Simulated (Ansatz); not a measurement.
# Na: a Na atom hops into a vacancy

One Na atom is taken out of a 2×2×2 supercell of Na. How high is the barrier for its neighbour Na6, 4.27 Å away, to move into the hole? The program relaxes both ends, then the band.

Program: Ansatz 0.2.0. Level of theory: DFT PBE, plane waves, PAW, scalar-relativistic, no spin polarisation. These are calculated values, not measurements.

## Step 1: The system as given

The cell holds 7 atoms (Na7): a = 7.421 Å, b = 7.421 Å, c = 7.421 Å, α = 109.47°, β = 109.47°, γ = 109.47°.

The empty site lies at (0.04, 4.29, 4.31) Å, and Na6 starts at (0.00, 0.03, 4.26) Å. All atoms were shaken by about 0.02 Å to break the symmetry.

Coordinates:

```
CELL_PARAMETERS angstrom
-4.28439 4.28439 4.28439
4.28439 -4.28439 4.28439
4.28439 4.28439 -4.28439
ATOMIC_POSITIONS crystal
Na 0.00267 0.00328 0.00200
Na 0.99720 0.99899 0.50265
Na 0.99510 0.49686 0.99137
Na 0.50263 0.99956 0.00940
Na 0.49700 0.99191 0.49283
Na 0.50021 0.49699 0.00347
Na 0.50642 0.50634 0.50214
```

## Step 2: The band

crystal.atoms is the first end and neb.final_atoms the second, which differs in Na6 alone.

input.yaml

```yaml
crystal:
  lattice:
    - [-4.28439, 4.28439, 4.28439]
    - [4.28439, -4.28439, 4.28439]
    - [4.28439, 4.28439, -4.28439]
  atoms:
    - { symbol: Na, position: [0.00266627, 0.00327936, 0.00200492] }
    - { symbol: Na, position: [-0.00280251, -0.00101126, 0.50265382] }
    - { symbol: Na, position: [-0.0049022, 0.49686109, -0.00862793] }
    - { symbol: Na, position: [0.50263036, -0.00044409, 0.00940063] }
    - { symbol: Na, position: [0.4970019, -0.00808728, 0.49283306] }
    - { symbol: Na, position: [0.50020692, 0.49699331, 0.00346972] }
    - { symbol: Na, position: [0.50641561, 0.50633644, 0.50214304] }
kpoints:
  mp_grid: { grid: [2, 2, 2] }
magnetization:
  spin_polarized: false
scf:
  occupations: { method: cold, width: 0.15 }
hamiltonian:
  pseudopotentials: { kind: paw }
  xc: pbe
basis:
  ecutwfc: 420
neb:
  images: 3
  relax_end_points: true
  climbing: true
  f_tol: 0.1
  max_iterations: 40
  order_check: false
  final_atoms:
    - { symbol: Na, position: [0.00266627, 0.00327936, 0.00200492] }
    - { symbol: Na, position: [-0.00280251, -0.00101126, 0.50265382] }
    - { symbol: Na, position: [-0.0049022, 0.49686109, -0.00862793] }
    - { symbol: Na, position: [0.50263036, -0.00044409, 0.00940063] }
    - { symbol: Na, position: [0.4970019, -0.00808728, 0.49283306] }
    - { symbol: Na, position: [1.00397333, 0.5079127, 0.50640695] }
    - { symbol: Na, position: [0.50641561, 0.50633644, 0.50214304] }
```

Command:

```sh
ansatz run input.yaml --threads 4 --pin off --max-ram 8192MiB --backend cpu --events-out ev --progress --plain --runs-dir out
```

What does the calculation give? Wanted: relaxation of the ends; barrier forwards; barrier backwards; second end relative to first; highest image.

The runs gave:

```
                    quantity                                                                   value
      relaxation of the ends  0.003 eV lower, moves up to 0.05 Å; 0.004 eV lower, moves up to 0.06 Å
            barrier forwards                                                                0.250 eV
           barrier backwards                                                                0.250 eV
second end relative to first                                                                0.000 eV
               highest image                                                   2 of 0 to 4, climbing
             band iterations                                                                       5
```

In words: The top lies 0.25 eV above the first end, or 10 kT at room temperature, which at an assumed attempt frequency of 10^13 s⁻¹ means a rate near 10^9 s⁻¹. Both ends agree in energy to 1 meV. The input switches the test of curvatures off, so the top was not shown to be a first-order saddle. This hop goes past the nearest neighbours of the empty site; the shorter hop wasn't run and can have a lower barrier. In 7 atoms the vacancy feels its images, and neither cell size nor mesh was tested. The k-mesh is coarse.
